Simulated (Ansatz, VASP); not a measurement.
## GaP (GaP(110)): VASP beside Ansatz

Wanted: the spread between two codes on one cell, functional and k mesh. The cell is taken from a series of runs on this material, whose earlier steps may have relaxed, scaled, displaced or heated it; both programs get it as it stands. Valence electrons are named where the data sets of a main pair hold unlike numbers.

Method: plane waves, with VASP 6.6.1 beside it; single point at PBE, in Ansatz 0.2.0.

### 1. Starting point

The cell holds 18 atoms: 9 Ga and 9 P. Cell: a = 4.070 Å, b = 5.755 Å, c = 31.387 Å, α = 90.0°, β = 90.0°, γ = 90.0°. It derives from GaP. As first built, before any earlier steps moved the atoms (in the runner's words): 9 layers, strained by +4 % in the plane. Vacuum lies along c.

### 2. VASP: single point, PBE

A single point gives forces, pressure and levels at one fixed geometry, so differences don't come from the geometry; what else differs is listed under the comparison.

Lines of VASP's logs that name or quote its potential files are left out, and so is its time.

The input, INCAR:

```
SYSTEM = GaP
PREC = Accurate
ENCUT = 650
EDIFF = 1E-06
NELM = 100
ISMEAR = 0
SIGMA = 0.03
LREAL = .FALSE.
ALGO = Normal
GGA = PE
NBANDS = 100
LORBIT = 11
LWAVE = .FALSE.
LCHARG = .FALSE.
KPAR = 2
NCORE = 2
ISIF = 0
LDIPOL = .TRUE.
IDIPOL = 3
DIPOL = 0.5 0.5 0.5
LVHAR = .TRUE.
```

The input, POSCAR:

```
GaP
1.0
    4.0695860214      0.0000000000      0.0000000000
    0.0000000000      5.7552637447      0.0000000000
    0.0000000000      0.0000000000     31.3868102032
Ga P
9 9
Direct
    0.0000000000      0.0611901089      0.2699608967
    0.5000000000      0.4911691152      0.3138717949
    0.0000000000      0.9945870968      0.3778527131
    0.5000000000      0.4932598081      0.4383368570
    0.0000000000      0.9945689728      0.5000000000
    0.5000000000      0.4932598081      0.5616631430
    0.0000000000      0.9945870968      0.6221472869
    0.5000000000      0.4911691152      0.6861282051
    0.0000000000      0.0611901089      0.7300391033
    0.0000000000      0.7329315669      0.3160939173
    0.5000000000      0.2564219921      0.2502696042
    0.0000000000      0.7380508249      0.4387449689
    0.5000000000      0.2404393690      0.3768340103
    0.0000000000      0.7380508249      0.5612550311
    0.5000000000      0.2393312636      0.5000000000
    0.0000000000      0.7329315669      0.6839060827
    0.5000000000      0.2404393690      0.6231659897
    0.5000000000      0.2564219921      0.7497303958
```

The input, KPOINTS:

```
Automatic mesh
0
Gamma
6 4 1
0 0 0
```

PAW data sets: Ga_d_GW and P_GW (PBE family, release 64).

The run is started by

```sh
mpirun -np 4 vasp_std
```

Numbers of over 12 decimals in the logs are rounded to 6 here.

Log:

```text
[banner, memory and clock lines left out]
running    4 mpi-ranks, on    1 nodes
 distrk:  each k-point on    2 cores,    2 groups
 distr:  one band on    2 cores,    1 groups

 POSCAR found type information on POSCAR GaP
 POSCAR found :  2 types and      18 ions
|                                                                             |
|               ----> ADVICE to this user running VASP <----                  |
|                                                                             |
|     You have a (more or less) 'large supercell' and for larger cells it     |
|     might be more efficient to use real-space projection operators.         |
|     Therefore, try LREAL= Auto in the INCAR file.                           |
|     Mind: For very accurate calculation, you might also keep the            |
|     reciprocal projection scheme (i.e. LREAL=.FALSE.).                      |
|                                                                             |

 LDA part: xc-table for (Slater+PW92), standard interpolation
 POSCAR, INCAR and KPOINTS ok, starting setup
 FFT: planning ... GRIDC
 FFT: planning ... GRID_SOFT
 FFT: planning ... GRID
 WAVECAR not read
 entering main loop
       N       E                     dE             d eps       ncg     rms          rms(c)
DAV:   1     0.189146919329E+04    0.18915E+04   -0.79888E+04  2472   0.199E+03
DAV:   2     0.247082778239E+03   -0.16444E+04   -0.15781E+04  2856   0.514E+02
DAV:   3    -0.495308775353E+02   -0.29661E+03   -0.28690E+03  2980   0.316E+02
DAV:   4    -0.795380539528E+02   -0.30007E+02   -0.29655E+02  3320   0.939E+01
DAV:   5    -0.818514786137E+02   -0.23134E+01   -0.23041E+01  4040   0.266E+01    0.105E+01
DAV:   6    -0.794457810281E+02    0.24057E+01   -0.49290E+00  3968   0.185E+01    0.549E+00
DAV:   7    -0.791896556775E+02    0.25613E+00   -0.22732E+00  3752   0.744E+00    0.205E+00
DAV:   8    -0.791764221800E+02    0.13233E-01   -0.31440E-01  3504   0.750E+00    0.451E-01
DAV:   9    -0.791773116470E+02   -0.88947E-03   -0.47098E-02  3248   0.262E+00    0.169E-01
DAV:  10    -0.791782294281E+02   -0.91778E-03   -0.88943E-03  3328   0.140E+00    0.102E-01
DAV:  11    -0.791789138640E+02   -0.68444E-03   -0.29920E-03  3800   0.603E-01    0.609E-02
DAV:  12    -0.791791875838E+02   -0.27372E-03   -0.84791E-04  3592   0.316E-01    0.309E-02
DAV:  13    -0.791793650909E+02   -0.17751E-03   -0.33906E-04  3208   0.154E-01    0.163E-02
DAV:  14    -0.791795215059E+02   -0.15641E-03   -0.11313E-04  3464   0.756E-02    0.114E-02
[...]
DAV:  18    -0.791799198749E+02   -0.21174E-04   -0.32188E-06  2096   0.129E-02    0.112E-03
DAV:  19    -0.791799352198E+02   -0.15345E-04   -0.14970E-06  1952   0.672E-03    0.794E-04
DAV:  20    -0.791799433208E+02   -0.81010E-05   -0.51566E-07  1896   0.634E-03    0.524E-04
DAV:  21    -0.791799595029E+02   -0.16182E-04   -0.70014E-07  1816   0.578E-03    0.390E-04
DAV:  22    -0.791799651332E+02   -0.56302E-05   -0.17684E-07  1816   0.461E-03    0.254E-04
DAV:  23    -0.791799716103E+02   -0.64771E-05   -0.32680E-07  1744   0.252E-03    0.173E-04
DAV:  24    -0.791799736787E+02   -0.20684E-05   -0.11823E-07  1728   0.306E-03    0.106E-04
DAV:  25    -0.791799743526E+02   -0.67386E-06   -0.65016E-08  1608   0.202E-03
   1 F= -.79179974E+02 E0= -.79179974E+02  d E =-.119355E-16
```

Parts of OUTCAR (step 2):

```text
ion  position               nearest neighbor table
   1  0.000  0.061  0.270-  10 2.38  11 2.41  11 2.41
   2  0.500  0.491  0.314-  11 2.41  13 2.45  10 2.47  10 2.47
   3  0.000  0.995  0.378-  12 2.42  10 2.45  13 2.48  13 2.48
   4  0.500  0.493  0.438-  13 2.42  15 2.43  12 2.47  12 2.47
   5  0.000  0.995  0.500-  12 2.42  14 2.42  15 2.47  15 2.47
   6  0.500  0.493  0.562-  17 2.42  15 2.43  14 2.47  14 2.47
   7  0.000  0.995  0.622-  14 2.42  16 2.45  17 2.48  17 2.48
   8  0.500  0.491  0.686-  18 2.41  17 2.45  16 2.47  16 2.47
   9  0.000  0.061  0.730-  16 2.38  18 2.41  18 2.41
  10  0.000  0.733  0.316-   1 2.38   3 2.45   2 2.47   2 2.47
  11  0.500  0.256  0.250-   1 2.41   1 2.41   2 2.41
  12  0.000  0.738  0.439-   3 2.42   5 2.42   4 2.47   4 2.47
  13  0.500  0.240  0.377-   4 2.42   2 2.45   3 2.48   3 2.48
  14  0.000  0.738  0.561-   7 2.42   5 2.42   6 2.47   6 2.47
  15  0.500  0.239  0.500-   4 2.43   6 2.43   5 2.47   5 2.47
  16  0.000  0.733  0.684-   9 2.38   7 2.45   8 2.47   8 2.47
  17  0.500  0.240  0.623-   6 2.42   8 2.45   7 2.48   7 2.48
  18  0.500  0.256  0.750-   9 2.41   9 2.41   8 2.41

  LATTYP: Found a simple orthorhombic cell.
 ALAT       =     4.0695860214
 B/A-ratio  =     1.4142135624
 C/A-ratio  =     7.7125314561

 Subroutine GETGRP returns: Found  4 space group operations
 (whereof  4 operations were pure point group operations)

The static configuration has the point symmetry C_2v.

 Found     12 irreducible k-points:

   k-points           NKPTS =     12   k-points in BZ     NKDIM =     12   number of bands    NBANDS=    100

   dimension x,y,z NGX =    36 NGY =   48 NGZ =  270
   dimension x,y,z NGXF=    72 NGYF=   96 NGZF=  540

   ENCUT  =  650.0 eV  47.77 Ry    6.91 a.u.   8.46 11.96 65.25*2*pi/ulx,y,z

   NELECT =     162.0000    total number of electrons

 k-points in reciprocal lattice and weights: Automatic mesh
   0.00000000  0.00000000  0.00000000       0.042
   0.16666667  0.00000000  0.00000000       0.083
   0.33333333  0.00000000  0.00000000       0.083
   0.50000000  0.00000000  0.00000000       0.042
   0.00000000  0.25000000  0.00000000       0.083
   0.16666667  0.25000000  0.00000000       0.167
   0.33333333  0.25000000  0.00000000       0.167
   0.50000000  0.25000000  0.00000000       0.083
   0.00000000  0.50000000  0.00000000       0.042
   0.16666667  0.50000000  0.00000000       0.083
   0.33333333  0.50000000  0.00000000       0.083
   0.50000000  0.50000000  0.00000000       0.042

 dipolmoment           0.000000      0.000000      0.000000 electrons x Angstroem

 average (electrostatic) potential at core
       1 -70.6766       2 -70.4659       3 -70.5688       4 -70.5308       5 -70.5498
       6 -70.5308       7 -70.5688       8 -70.4659       9 -70.6766      10 -79.7380
      11 -79.2828      12 -79.7511      13 -79.6862      14 -79.7511      15 -79.7135
      16 -79.7380      17 -79.6862      18 -79.2828

 E-fermi :  -0.4698

 k-point     1 :       0.0000    0.0000    0.0000
  band No.  band energies     occupation
    ...
     77      -0.9729      2.00000
     78      -0.8001      2.00000
     79      -0.7738      2.00000
     80      -0.7205      2.00000
     81      -0.6388      2.00000
     82       0.5320      0.00000
     83       0.9601      0.00000
     84       0.9669      0.00000
     85       1.1927      0.00000
     86       1.3398      0.00000
    ...

 k-point     2 :       0.1667    0.0000    0.0000
  band No.  band energies     occupation
    ...
     77      -1.6720      2.00000
     78      -1.4567      2.00000
     79      -1.2980      2.00000
     80      -1.0335      2.00000
     81      -0.7105      2.00000
     82       1.5714      0.00000
     83       1.7505      0.00000
     84       1.8649      0.00000
     85       2.1149      0.00000
     86       2.1389      0.00000
    ...

 k-point     3 :       0.3333    0.0000    0.0000
  band No.  band energies     occupation
    ...
     77      -2.0841      2.00000
     78      -2.0086      2.00000
     79      -1.5710      2.00000
     80      -1.2301      2.00000
     81      -0.9178      2.00000
     82       1.0235      0.00000
     83       1.1668      0.00000
     84       1.4202      0.00000
     85       1.7307      0.00000
     86       1.9285      0.00000
    ...

  energy-cutoff  :      650.00
  volume of cell :      735.13
      direct lattice vectors                 reciprocal lattice vectors
     4.069586021  0.000000000  0.000000000     0.245725240  0.000000000  0.000000000
     0.000000000  5.755263745  0.000000000     0.000000000  0.173753983  0.000000000
     0.000000000  0.000000000 31.386810203     0.000000000  0.000000000  0.031860517

 POSITION                                       TOTAL-FORCE (eV/Angst)
 -----------------------------------------------------------------------------------
      0.00000      0.35217      8.47321        -0.000000     -0.004061     -0.002710
      2.03479      2.82681      9.85143        -0.000000      0.001213      0.016948
      0.00000      5.72411     11.85959        -0.000000     -0.019301      0.006352
      2.03479      2.83884     13.75800        -0.000000     -0.026566      0.008417
      0.00000      5.72401     15.69341        -0.000000      0.001683      0.000000
      2.03479      2.83884     17.62881        -0.000000     -0.026566     -0.008417
      0.00000      5.72411     19.52722        -0.000000     -0.019301     -0.006352
      2.03479      2.82681     21.53538        -0.000000      0.001213     -0.016948
      0.00000      0.35217     22.91360        -0.000000     -0.004061      0.002710
      0.00000      4.21821      9.92118         0.000000      0.042059     -0.010777
      2.03479      1.47578      7.85516        -0.000000     -0.038013      0.098426
      0.00000      4.24768     13.77081        -0.000000      0.016057      0.015406
      2.03479      1.38379     11.82762         0.000000      0.020423      0.016668
      0.00000      4.24768     17.61601        -0.000000      0.016057     -0.015406
      2.03479      1.37741     15.69341        -0.000000      0.014695      0.000000
      0.00000      4.21821     21.46563         0.000000      0.042059      0.010777
      2.03479      1.38379     19.55919         0.000000      0.020423     -0.016668
      2.03479      1.47578     23.53165        -0.000000     -0.038013     -0.098426
 -----------------------------------------------------------------------------------
    total drift:                                0.000000     -0.000923      0.000011

  FREE ENERGIE OF THE ION-ELECTRON SYSTEM (eV)
  ---------------------------------------------------
  free  energy   TOTEN  =       -79.1799743526 eV

  energy  without entropy=      -79.1799743526  energy(sigma->0) =      -79.17997435

 vacuum level on the upper side and lower side of the slab         4.840         4.840

 total charge
# of ion       s       p       d       tot
------------------------------------------
    1        0.928   0.657   9.972  11.556
    2        0.854   0.734   9.990  11.579
    3        0.855   0.732   9.985  11.573
    4        0.856   0.736   9.987  11.580
    5        0.855   0.735   9.987  11.577
    6        0.856   0.736   9.987  11.580
    7        0.855   0.732   9.985  11.573
    8        0.854   0.734   9.990  11.579
    9        0.928   0.657   9.972  11.556
   10        1.140   1.649   0.038   2.827
   11        1.185   1.578   0.033   2.796
   12        1.137   1.649   0.037   2.823
   13        1.139   1.645   0.037   2.820
   14        1.137   1.649   0.037   2.823
   15        1.136   1.650   0.036   2.822
   16        1.140   1.649   0.038   2.827
   17        1.139   1.645   0.037   2.820
   18        1.185   1.578   0.033   2.796
--------------------------------------------------
tot         18.180  21.146  90.181 129.507

[... 3 further parts left out ...]
```

The gap is read on the k-mesh alone, so it is an upper bound where the band edges lie off the mesh.

[end of part 1 of 2]

[Lines on the potential files, build, host, timing and source positions are cut from VASP's logs without a mark.]

[Logs are printed without paths, hosts, clocks, repeated set-up lines and the standing remarks that a program may print on its own settings, such as how far it seeks lower states.]

[Hosts, paths, dates, database ids (printed as entryN), source tags and the programs' standing remarks are cut or masked in the printed files.]
